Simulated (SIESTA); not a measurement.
**CdS (Greenockite) under changes of volume**

One of the cells (25.121 Å³/atom); the others are scaled copies at fixed shape and fractional positions:

```
Cd S
1.0
     4.15000    0.00000    0.00000
    -2.07500    3.59401    0.00000
     0.00000    0.00000    6.73700
Cd S
2 2
Direct
  0.66667 0.33333 0.50000
  0.33333 0.66667 0.00000
  0.66667 0.33333 0.87500
  0.33333 0.66667 0.37500
```

```yaml
Program: SIESTA 5.4.2
Functional: LDA
Potentials_or_basis: PseudoDojo 0.4 standard (LDA files)
Basis: DZP (energy shift 0.003 Ry; two zetas on semicore shells)
Grid_cutoff: 800 Ry
Energy_shift: 0.003 Ry
k_mesh: 7 × 7 × 4
Occupations: fermi-dirac, width 0.05 eV
Spin: no spin polarisation
```

```csv
volume (Å³/atom),energy over the lowest point (meV/atom),pressure (GPa),gap on the mesh (eV),largest force (eV/Å)
23.614,1.06,1.1,1.32,0.083
24.116,0.00,-0.4,1.26,0.078
24.618,3.45,-1.8,1.20,0.073
25.121,10.90,-3.0,1.14,0.069
25.623,?,?,?,?
26.126,36.09,-5.0,1.03,0.061
26.628,53.07,-5.8,0.98,0.057
```

What does the run at 25.623 Å³/atom give?

Energy over the lowest point 21.92 meV/atom; pressure -4.0 GPa; gap on the mesh 1.09 eV; largest force 0.066 eV/Å.

Worked out: A Birch-Murnaghan fit of order 3 (a polynomial in V^(-2/3)) to the other rows has its minimum at 23.97 Å³/atom with B0 = V·E''(V) = 71 GPa and B' = 4.6 at fixed shape and positions, which overstates the stiffness. It gives 21.90 meV/atom at 25.623 Å³/atom, against the run's 21.92, and -dE/dV = -4.0 GPa, against -4.0. A straight line through the other rows of the gap, of slope -2.84 eV per unit of ln V (its deformation potential), gives 1.09 eV, against the run's 1.09.

Energies are extrapolated to zero smearing.

Caveats: an odd mesh through Γ misses points on the zone boundary, where band edges often lie; the basis of atomic orbitals isn't converged, which shifts pressures, moduli and gaps. Spin-orbit coupling on Cd is left out.
